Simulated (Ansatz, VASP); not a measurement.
# Sb in VASP and in Ansatz

INCAR

```
SYSTEM = Sb
PREC = Accurate ; ENCUT = 520
EDIFF = 1E-7 ; ISMEAR = -1
SIGMA = 0.05 ; LREAL = .False.
LASPH = .True. ; NELM = 60
ALGO = Normal ; ISIF = 2
LWAVE = .False. ; LCHARG = .False.
GGA = PE ; NBANDS = 12
```

The input KPOINTS:

```
regular mesh
0
Gamma
  8 8 8
  0 0 0
```

Contents of POSCAR:

```
Sb
1.0
    2.1250856202      1.2269187549      3.7072099901
   -2.1250856202      1.2269187549      3.7072099901
    0.0000000000     -2.4538375098      3.7072099901
Sb
2
Direct
    0.7665100000      0.7665100000      0.7665100000
    0.2334900000      0.2334900000      0.2334900000
```

File input.yaml:

```yaml
crystal:
  lattice:
    - [2.1250856202, 1.2269187549, 3.7072099901]
    - [-2.1250856202, 1.2269187549, 3.7072099901]
    - [0.0, -2.4538375098, 3.7072099901]
  atoms:
    - { symbol: Sb, position: [0.76651, 0.76651, 0.76651] }
    - { symbol: Sb, position: [0.23349, 0.23349, 0.23349] }
hamiltonian:
  xc: pbe
  pseudopotentials: { kind: paw }
kpoints:
  mp_grid: { grid: [8, 8, 8] }
scf:
  occupations: { method: fermi_dirac, width: 0.05 }
output:
  forces: true
  stress: true
  eigenvalues: true
  write_density: true
  write_potential: true
  elf: true
  volumetric_format: npy
```

Change from the starting cell: volume scaled by 0.96.

Alike in both runs: task single point; functional PBE; k mesh 8 × 8 × 8; occupations fermi-dirac, width 0.05 eV; no spin polarisation.

|  | VASP | Ansatz |
| --- | --- | --- |
| version | VASP 6.6.1 | Ansatz 0.2.0 |
| potentials or method | VASP PAW PBE potentials, release 64 (Sb) | Ansatz PAW |
| plane-wave cutoff (eV) | 520 | 420 |
| valence electrons in the cell | 10 | 30 |

|  | VASP | Ansatz | Ansatz less VASP |
| --- | --- | --- | --- |
| gap on the k mesh at the Fermi level (eV) | none | none | - |
| pressure (GPa) | 5.6 | 5.5 | -0.12 |
| largest component of the traceless stress (GPa) | 0.77 | 0.71 | -0.059 |
| rms of the force components (eV/Å) | 0.254 | 0.225 | -0.0292 |

Atom by atom the forces differ by 0.029 eV/Å (rms over components). A gap of «none» marks a metal or a gap that the smearing closes. With one functional, cell and mesh, what is left measures potentials, basis and numerics. The two sets of potentials don't hold the same shells in valence.

Spin-orbit coupling is left out, which matters for the levels of Sb.
